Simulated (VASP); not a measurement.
# LiF (Griceite) (Fm-3m) in VASP: settings compared, part 2 of 3

VASP 6.6.1.

## 4. G0W0 quasiparticle levels, PBEsol

Input file POSCAR:

```
LiF
1.0
    0.0000000000      2.0140000000      2.0140000000
    2.0140000000      0.0000000000      2.0140000000
    2.0140000000      2.0140000000      0.0000000000
F Li
1 1
Direct
    0.5000000000      0.5000000000      0.5000000000
    0.0000000000      0.0000000000      0.0000000000
```

Input file INCAR.step1:

```
SYSTEM = LiF
PREC = Accurate ; ENCUT = 450
EDIFF = 1E-8 ; ISMEAR = 0
SIGMA = 0.01 ; LREAL = .FALSE.
LASPH = .TRUE. ; NELM = 100
ALGO = Normal ; LWAVE = .TRUE.
LCHARG = .FALSE. ; GGA = PS
```

Input file INCAR.step2:

```
SYSTEM = LiF
PREC = Accurate ; ENCUT = 450
EDIFF = 1E-8 ; ISMEAR = 0
SIGMA = 0.01 ; LREAL = .FALSE.
LASPH = .TRUE. ; NELM = 1
ALGO = Exact ; LWAVE = .TRUE.
LCHARG = .FALSE. ; GGA = PS
NBANDS = 34 ; LOPTICS = .TRUE.
ISTART = 1
```

Input file INCAR.step3:

```
SYSTEM = LiF
PREC = Accurate ; ENCUT = 450
EDIFF = 1E-8 ; ISMEAR = 0
SIGMA = 0.01 ; LREAL = .FALSE.
LASPH = .TRUE. ; ALGO = EVGW0
LWAVE = .TRUE. ; LCHARG = .FALSE.
GGA = PS ; NELMGW = 1
NBANDS = 34 ; ENCUTGW = 100
NOMEGA = 48 ; PRECFOCK = Fast
ISTART = 1 ; NBANDSGW = 12
```

Input file INCAR.step4:

```
SYSTEM = LiF
PREC = Accurate ; ENCUT = 450
EDIFF = 1E-8 ; ISMEAR = 0
SIGMA = 0.01 ; LREAL = .FALSE.
LASPH = .TRUE. ; ALGO = BSE
LWAVE = .FALSE. ; LCHARG = .FALSE.
GGA = PS ; NBANDS = 34
ENCUTGW = 100 ; NBANDSO = 3
NBANDSV = 4 ; ANTIRES = 0
OMEGAMAX = 20 ; PRECFOCK = Fast
ISTART = 1 ; NBSEEIG = 10
```

Input file KPOINTS:

```
regular mesh
0
G
  7 7 7
  0 0 0
```

Potentials or basis: VASP PAW PBE potentials, release 64 (F_GW, Li_GW).

Run with:

```console
> cat potpaw_PBE.64/F_GW/POTCAR potpaw_PBE.64/Li_GW/POTCAR > POTCAR
> cp INCAR.step1 INCAR
> mpirun -np 1 vasp_std > vasp.out
> cp INCAR.step2 INCAR
> mpirun -np 1 vasp_std > vasp.out
> cp INCAR.step3 INCAR
> mpirun -np 1 vasp_std > vasp.out
> cp INCAR.step4 INCAR
> mpirun -np 1 vasp_std > vasp.out
```

OUTCAR:

```text
SYSTEM = LiF
   PREC = Accurate
   ENCUT = 450
   EDIFF = 1E-8
   ISMEAR = 0
   LREAL = .FALSE.
   LASPH = .TRUE.
   GGA = PS
   ENCUTGW = 100
   PRECFOCK = Fast
   ISTART = 1

 ion  position               nearest neighbor table
   1  0.500  0.500  0.500-   2 2.01   2 2.01   2 2.01   2 2.01   2 2.01   2 2.01
   2  0.000  0.000  0.000-   1 2.01   1 2.01   1 2.01   1 2.01   1 2.01   1 2.01

  LATTYP: Found a face centered cubic cell.
 ALAT       =     4.0280000000

  Lattice vectors:

 A1 = (   0.0000000000,   2.0140000000,   2.0140000000)
 A2 = (   2.0140000000,   0.0000000000,   2.0140000000)
 A3 = (   2.0140000000,   2.0140000000,   0.0000000000)

Analysis of symmetry for initial positions (statically):
[... 137 lines left out ...]
   IALGO  =     38    algorithm
   IMIX   =      4    mixing-type and parameters
     AMIX     =   0.40;   BMIX     =  1.00
     AMIX_MAG =   1.60;   BMIX_MAG =  1.00
  volume/ion in A,a.u.               =       8.17        55.13
  Fermi-wavevector in a.u.,A,eV,Ry     =   1.290334  2.438377 22.653169  1.664961
  Thomas-Fermi vector in A             =   2.422172
   LORBIT       =      0    0 simple, 1 ext, 2 COOP (PROOUT), +10 PAW based schemes
   GGA     = PS    functional components
   LHFCALC =     T    Hartree Fock is set to
   PRECFOCK=fast      Normal, Fast or Accurate (Low or Medium for compatibility)
   ENCUT4O =  -1.0   cutoff for four orbital integrals eV
   NKREDX  =     1    reduce k-point grid by
   NKREDY  =     1    reduce k-point grid by
   NKREDZ  =     1    reduce k-point grid by
   AEXX    =    1.0000 exact exchange contribution
   HFSCREEN=    0.0000 screening length (either q_TF or 0.3 A-1)
   HFSCREENC=   0.0000 screening length for correlation (either q_TF or 0.3 A-1)
   ENCUTFOCK=  -1.0 apply spherical cutoff to Coloumb kernel
   IVDW    =     0    specifies the selected vdW correction
   LEPSILON=     F    determine dielectric tensor
   LRPA    =     F    only Hartree local field effects (RPA)
   LRPAFORCE           =     F    calculate RPA forces
   ENCUTGW             = 100.0    cutoff for response function in eV
   ENCUTGWSOFT         =  80.0    soft cutoff for Coulomb kernel in GW response function in eV
   ENCUTLF             =  -1.0    cutoff for local field effects
   NELMGW              =     1    number of iterations in solving QP/BSE equation
   NELMHF              =     1    number of iterations in the inner HF iteration
   NKREDLFX            =     1    NKREDLFY  =   1   NKREDLFZ  =   1
 non-spin polarized calculation
 Gauss-broadening in eV      SIGMA  =   0.01
  energy-cutoff  :      450.00
  volume of cell :       16.34
 maximum number of plane-waves:       363
  NGX = 12; NGY = 12; NGZ = 12
   NGX =  9   NGY =  9   NGZ =  9
 maximum number of plane-waves:        43

 BSE (scaLAPACK) attempting allocation of   0.009 Gbyte  rank=    735

=======================================================================
```

OUTCAR.step1:

```text
SYSTEM = LiF
   PREC = Accurate
   ENCUT = 450
   EDIFF = 1E-8
   ISMEAR = 0
   LREAL = .FALSE.
   LASPH = .TRUE.
[... 434 lines left out ...]
      2.01400      2.01400      2.01400         0.000000     -0.000000      0.000000
      0.00000      0.00000      0.00000        -0.000000      0.000000     -0.000000
 -----------------------------------------------------------------------------------
    total drift:                                0.000000      0.000000      0.000000

  FREE ENERGIE OF THE ION-ELECTRON SYSTEM (eV)
  ---------------------------------------------------
  free  energy   TOTEN  =        -9.8379875460 eV

  energy  without entropy=       -9.8379875460  energy(sigma->0) =       -9.83798755
```

Run time: 88 s. Hardware: 1 thread of Intel Xeon 6975P-C (Granite Rapids), shared host; peak memory 0.25 GiB.

The run converged, but a check on its numbers failed (symmetry, net force, bounds or a known fault of this set-up), so they aren't taken as properties of the crystal.

Caveat: the cutoff lies under the usual one of these potentials, so the numbers hold a large basis-set error; bands, screening cutoff and mesh are small and nothing is extrapolated, so the quasiparticle values aren't converged; spectra need much finer meshes, so this one isn't converged; the PAW data sets were made with another functional, which shifts forces and pressure a little.

## 5. Dielectric tensor, AM05 (volume scaled by 1.15)

Input file INCAR:

```
PREC = Accurate
ENCUT = 400
EDIFF = 1E-8
ISMEAR = 0
SIGMA = 0.01
LREAL = False
LASPH = True
NELM = 100
ALGO = Normal
ISIF = 2
LWAVE = False
LCHARG = False
GGA = AM
LEPSILON = True
```

Input file KPOINTS:

```
Automatic mesh
0
Gamma
  11 11 11
```

Input file POSCAR:

```
LiF
2.9841
    0.000000000000      0.707096531651      0.707096531651
    0.707096531651      0.000000000000      0.707096531651
    0.707096531651      0.707096531651      0.000000000000
F Li
1 1
Direct
    0.5000000000      0.5000000000      0.5000000000
    0.0000000000      0.0000000000      0.0000000000
```

Potentials or basis: VASP PAW PBE potentials, release 64 (F_s, Li_sv).

Run with:

```console
> cat potpaw_PBE.64/F_s/POTCAR potpaw_PBE.64/Li_sv/POTCAR > POTCAR
> mpirun -np 1 vasp_std > vasp.out
```

OUTCAR:

```text
PREC = Accurate
   ENCUT = 400
   EDIFF = 1E-8
   ISMEAR = 0
   LREAL = False
   LASPH = True
   NELM = 100
   ISIF = 2
   GGA = AM
   LEPSILON = True

 ion  position               nearest neighbor table
   1  0.500  0.500  0.500-   2 2.11   2 2.11   2 2.11   2 2.11   2 2.11   2 2.11
   2  0.000  0.000  0.000-   1 2.11   1 2.11   1 2.11   1 2.11   1 2.11   1 2.11

  LATTYP: Found a face centered cubic cell.
 ALAT       =     4.2200935202

  Lattice vectors:

 A1 = (   0.0000000000,   2.1100467601,   2.1100467601)
 A2 = (   2.1100467601,   0.0000000000,   2.1100467601)
 A3 = (   2.1100467601,   2.1100467601,   0.0000000000)

Analysis of symmetry for initial positions (statically):
=====================================================================
 Subroutine PRICEL returns:
 Original cell was already a primitive cell.

 Routine SETGRP: Setting up the symmetry group for a
 face centered cubic supercell.

 Subroutine GETGRP returns: Found 48 space group operations
 (whereof 48 operations were pure point group operations)
 out of a pool of 48 trial point group operations.
[... 508 lines left out ...]
  ---------------------------------------------------
  ---------------------------------------------------
  free energy    TOTEN  =        -0.05747793 eV

  energy without entropy =       -0.05747793

------------------------ aborting loop because EDIFF is reached ----------------------------------------

 PIEZOELECTRIC TENSOR FIELD DIRECTION 3  (e Angst)
 -----------------------------------------------------------------------------
    -0.00023  0.00000 -0.00000           ( -0.00001  0.00000 -0.00000)
     0.00000 -0.00023  0.00000           (  0.00000 -0.00001  0.00000)
    -0.00000  0.00000 -0.00013           ( -0.00000  0.00000 -0.00002)

 PIEZOELECTRIC TENSOR FIELD DIRECTION 3  (C/m^2)
 -----------------------------------------------------------------------------
    -0.00019  0.00000 -0.00000
     0.00000 -0.00019  0.00000
    -0.00000  0.00000 -0.00011

 MACROSCOPIC STATIC DIELECTRIC TENSOR (including local field effects in DFT)
 ------------------------------------------------------
           1.998514    -0.000000     0.000000
          -0.000000     1.998514     0.000000
          -0.000000     0.000000     1.998514
 ------------------------------------------------------

 PIEZOELECTRIC TENSOR (including local field effects)  for field in x, y, z        (e  Angst)
          XX          YY          ZZ          XY          YZ          ZX
  --------------------------------------------------------------------------------
  x     0.00000     0.00000     0.00000     0.00000     0.00000     0.00000
  y     0.00000     0.00000     0.00000     0.00000     0.00000     0.00000
  z     0.00000     0.00000     0.00000     0.00000     0.00000     0.00000

 PIEZOELECTRIC TENSOR (including local field effects)  for field in x, y, z        (C/m^2)
          XX          YY          ZZ          XY          YZ          ZX
  --------------------------------------------------------------------------------
  x     0.00000     0.00000     0.00000     0.00000     0.00000     0.00000
  y     0.00000     0.00000     0.00000     0.00000     0.00000     0.00000
  z     0.00000     0.00000     0.00000     0.00000     0.00000     0.00000

 BORN EFFECTIVE CHARGES (including local field effects) (in |e|, cummulative output)
 ---------------------------------------------------------------------------------
 ion    1
    1    -1.05918     0.00000     0.00000
    2     0.00000    -1.05918     0.00000
    3     0.00000     0.00000    -1.05918
 ion    2
    1     1.05918     0.00000     0.00000
    2     0.00000     1.05918     0.00000
    3     0.00000     0.00000     1.05918
```

Run time: 2 min. Hardware: 1 thread of Intel Xeon Platinum 8259CL at 2.50GHz (Skylake/Cascade Lake), shared host; peak memory 0.15 GiB.

The run converged, but a check on its numbers failed (symmetry, net force, bounds or a known fault of this set-up), so they aren't taken as properties of the crystal.

Caveat: the cutoff lies under the usual one of these potentials, so the numbers hold a large basis-set error; the PAW data sets were made with another functional, which shifts forces and pressure a little; an odd mesh through Γ misses points on the zone boundary, where band edges often lie.

## 6. Berry-phase polarisation, BLYP+D3

Input file INCAR:

```
SYSTEM = LiF
PREC = Accurate
ENCUT = 900
EDIFF = 1E-7
ISMEAR = -1
SIGMA = 0.05
LREAL = .FALSE.
LASPH = .TRUE.
NELM = 100
ALGO = Fast
ISIF = 2
LWAVE = .FALSE.
LCHARG = .FALSE.
GGA = B5
ALDAX = 1.0
AGGAX = 1.0
AGGAC = 1.0
ALDAC = 0.0
IVDW = 11
VDW_S6 = 1.0
VDW_S8 = 1.682
VDW_SR = 1.094
VDW_SR8 = 1.0
LCALCPOL = .TRUE.
```

Input file KPOINTS:

```
Automatic mesh
0
G
  11 11 11
  0 0 0
```

Input file POSCAR:

```
LiF
1.0
    0.0000000000      2.0140000000      2.0140000000
    2.0140000000      0.0000000000      2.0140000000
    2.0140000000      2.0140000000      0.0000000000
F Li
1 1
Direct
    0.5000000000      0.5000000000      0.5000000000
    0.0000000000      0.0000000000      0.0000000000
```

Potentials or basis: VASP PAW PBE potentials, release 64 (F_h, Li_sv).

Run with:

```console
> cat potpaw_PBE.64/F_h/POTCAR potpaw_PBE.64/Li_sv/POTCAR > POTCAR
> mpirun -np 1 vasp_std > vasp.out
```

OUTCAR:

```text
SYSTEM = LiF
   PREC = Accurate
   ENCUT = 900
   EDIFF = 1E-7
   ISMEAR = -1
   LREAL = .FALSE.
   LASPH = .TRUE.
   NELM = 100
   ISIF = 2
   GGA = B5
   IVDW = 11
 IVDW          = 11

 ion  position               nearest neighbor table
   1  0.500  0.500  0.500-   2 2.01   2 2.01   2 2.01   2 2.01   2 2.01   2 2.01
   2  0.000  0.000  0.000-   1 2.01   1 2.01   1 2.01   1 2.01   1 2.01   1 2.01

  LATTYP: Found a face centered cubic cell.
 ALAT       =     4.0280000000

  Lattice vectors:

 A1 = (   0.0000000000,   2.0140000000,   2.0140000000)
 A2 = (   2.0140000000,   0.0000000000,   2.0140000000)
 A3 = (   2.0140000000,   2.0140000000,   0.0000000000)

Analysis of symmetry for initial positions (statically):
=====================================================================
 Subroutine PRICEL returns:
 Original cell was already a primitive cell.

 Routine SETGRP: Setting up the symmetry group for a
 face centered cubic supercell.

 Subroutine GETGRP returns: Found 48 space group operations
 (whereof 48 operations were pure point group operations)
 out of a pool of 48 trial point group operations.

The static configuration has the point symmetry O_h .

Analysis of symmetry for dynamics (positions and initial velocities):
=====================================================================
 Subroutine PRICEL returns:
 Original cell was already a primitive cell.

 Routine SETGRP: Setting up the symmetry group for a
 face centered cubic supercell.

 Subroutine GETGRP returns: Found 48 space group operations
 (whereof 48 operations were pure point group operations)
 out of a pool of 48 trial point group operations.

The dynamic configuration has the point symmetry O_h .

 Subroutine INISYM returns: Found 48 space group operations
 (whereof 48 operations are pure point group operations),
 and found     1 'primitive' translations

----------------------------------------------------------------------------------------

                                     Primitive cell

  volume of cell :      16.3384

  direct lattice vectors                    reciprocal lattice vectors
[... 121 lines left out ...]
  energy-cutoff  :      900.00
  volume of cell :       16.34
 maximum number of plane-waves:      1015
   NGX = 13   NGY = 13   NGZ = 13

 number of electron      10.0000000 magnetization

 number of electron       9.9999999 magnetization

 Free energy of the ion-electron system (eV)
  ---------------------------------------------------
  ext. energy  EPLUGINS =         0.00000000
  ---------------------------------------------------
  free energy    TOTEN  =        -9.53764741 eV

  energy without entropy =       -9.53764741  energy(sigma->0) =       -9.53764741

 E-fermi :   0.8434     XC(G=0):  -9.7348

 val. band max:       -0.3343348960   @ k =   0.0000   0.0000   0.0000
 cond. band min:       8.9347079044   @ k =   0.0000   0.0000   0.0000
 fundamental gap:      9.2690428004
 Fermi energy:         0.8433855855

 k-point     1 :       0.0000    0.0000    0.0000
  band No.  band energies     occupation
      1     -41.6837      2.00000
      2     -20.1766      2.00000
      3      -0.3343      2.00000
      4      -0.3343      2.00000
      5      -0.3343      2.00000
      6       8.9347      0.00000
      7      23.5604      0.00000
      8      23.6095      0.00000
      9      24.0740      0.00000
[... 265 lines left out ...]
 k-point    24 :      -0.1818    0.1818    0.0000
  band No.  band energies     occupation
      1     -41.6470      2.00000
      2     -19.8834      2.00000
      3      -1.7707      2.00000
      4      -1.0430      2.00000
      5      -0.4078      2.00000
      6      10.8109      0.00000
      7      16.9289      0.00000
      8      19.6454      0.00000
      9      19.8947      0.00000

 [... further k-points ...]

------------------------ aborting loop because EDIFF is reached ----------------------------------------

            Ionic dipole moment: p[ion]=(   -14.09800   -14.09800   -14.09800 ) |e| Angst

 Total electronic dipole moment: p[elc]=(     0.00000    -0.00000     0.00000 ) |e| Angst

 Edisp (eV)   -0.51002

 E8    (eV) :    -0.3059

  FORCE on cell =-STRESS in cart. coord.  units (eV):
  Direction    XX          YY          ZZ          XY          YZ          ZX
  --------------------------------------------------------------------------------------
  -------------------------------------------------------------------------------------
  Total      -0.54304    -0.54304    -0.54304    -0.00000    -0.00000     0.00000
  in kB     -53.25192   -53.25192   -53.25192    -0.00000    -0.00000     0.00000
  external pressure =      -53.25 kB  Pullay stress =        0.00 kB

 VOLUME and BASIS-vectors are now :
 -----------------------------------------------------------------------------
  energy-cutoff  :      900.00
  volume of cell :       16.34
      direct lattice vectors                 reciprocal lattice vectors
     0.000000000  2.014000000  2.014000000    -0.248262165  0.248262165  0.248262165
     2.014000000  0.000000000  2.014000000     0.248262165 -0.248262165  0.248262165
     2.014000000  2.014000000  0.000000000     0.248262165  0.248262165 -0.248262165

 POSITION                                       TOTAL-FORCE (eV/Angst)
 -----------------------------------------------------------------------------------
      2.01400      2.01400      2.01400         0.000000     -0.000000     -0.000000
      0.00000      0.00000      0.00000        -0.000000      0.000000      0.000000
 -----------------------------------------------------------------------------------
    total drift:                                0.000000      0.000000      0.000000

  FREE ENERGIE OF THE ION-ELECTRON SYSTEM (eV)
  ---------------------------------------------------
  free  energy   TOTEN  =       -10.0476657187 eV

  energy  without entropy=      -10.0476657187  energy(sigma->0) =      -10.04766572
```

Run time: 2.8 min. Hardware: 1 thread of Intel Xeon Platinum 8259CL at 2.50GHz (Skylake/Cascade Lake), shared host; peak memory 0.24 GiB.

What came out:

```yaml
Dispersion_energy_per_atom: -0.255 eV
```

Dipole moments of the cell (e·Å, modulo the quantum): ionic -14.098, -14.098, -14.098; electronic 0.000, 0.000, 0.000

Caveat: the cutoff is under 1.25 times the usual one of these potentials, so pressure, stress and relaxed cells hold a basis-set (Pulay) error; the PAW data sets were made with another functional, which shifts forces and pressure a little.

[end of part 2 of 3]
